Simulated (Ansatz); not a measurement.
## Relaxing AlRu

Method: DFT PBE, scalar-relativistic, plane waves, PAW (Ansatz 0.2.0). (420 eV cutoff, 14×14×14 k-mesh, Gaussian smearing of 0.10 eV, no spin polarisation)

What was changed in MgRh: Mg → Al, Rh → Ru on all its sites, cell and atoms relaxed.

Input:

```yaml
crystal:
  lattice:
    - [3.0016755215, 0.0, 0.0]
    - [0.0, 3.0016755215, 0.0]
    - [0.0, 0.0, 3.0016755215]
  atoms:
    - { symbol: Al, position: [0.0, 0.0, 0.0] }
    - { symbol: Ru, position: [0.5, 0.5, 0.5] }
basis:
  ecutwfc: 420
kpoints:
  mp_grid: { grid: [14, 14, 14] }
hamiltonian:
  xc: pbe
scf:
  occupations: { method: gaussian, width: 0.1 }
output:
  forces: true
  stress: true
  eigenvalues: true
relax:
  adjacent_minimum: "off"
  f_tol: 0.01
  max_steps: 60
  cell: { stress_tol: 0.1 }
```

F is the free energy. Steps run on the plane waves of an earlier cell, but the last one, and at times one on the way, on a freshly chosen basis, so a repeated geometry can differ a little in energy.

Steps:

| step | F − F(1) (eV) | largest force component (eV/Å) | V (Å³/atom) | P (GPa) |
| --- | --- | --- | --- | --- |
| 1 | 0.0000 | 0.000 | 13.523 | 0.48 |
| 2 | -0.0001 | 0.000 | 13.563 | -0.13 |
| 3 | -0.0001 | 0.000 | 13.554 | 0.00 |
| 4 | -0.0001 | 0.000 | 13.554 | 0.00 |

Relaxed structure:

```cif
data_structure
_symmetry_space_group_name_H-M 'P 1'
_symmetry_Int_Tables_number 1
_cell_length_a 3.0040
_cell_length_b 3.0040
_cell_length_c 3.0040
_cell_angle_alpha 90.000
_cell_angle_beta 90.000
_cell_angle_gamma 90.000
_cell_volume 27.11
loop_
_atom_site_label
_atom_site_type_symbol
_atom_site_fract_x
_atom_site_fract_y
_atom_site_fract_z
_atom_site_occupancy
Al1 Al 0.00000 0.00000 0.00000 1
Ru1 Ru 0.50000 0.50000 0.50000 1
```

It takes space group Pm-3m (No. 221, cubic). The conventional cell has a = 3.004 Å, b = 3.004 Å, c = 3.004 Å, α = 90.00°, β = 90.00°, γ = 90.00°. Al (site symmetry m-3m) is surrounded by 8 Ru at 2.60 Å. Around Ru (site symmetry m-3m) lie 8 Al at 2.60 Å.

The run converged. The run took roughly 12 core-seconds.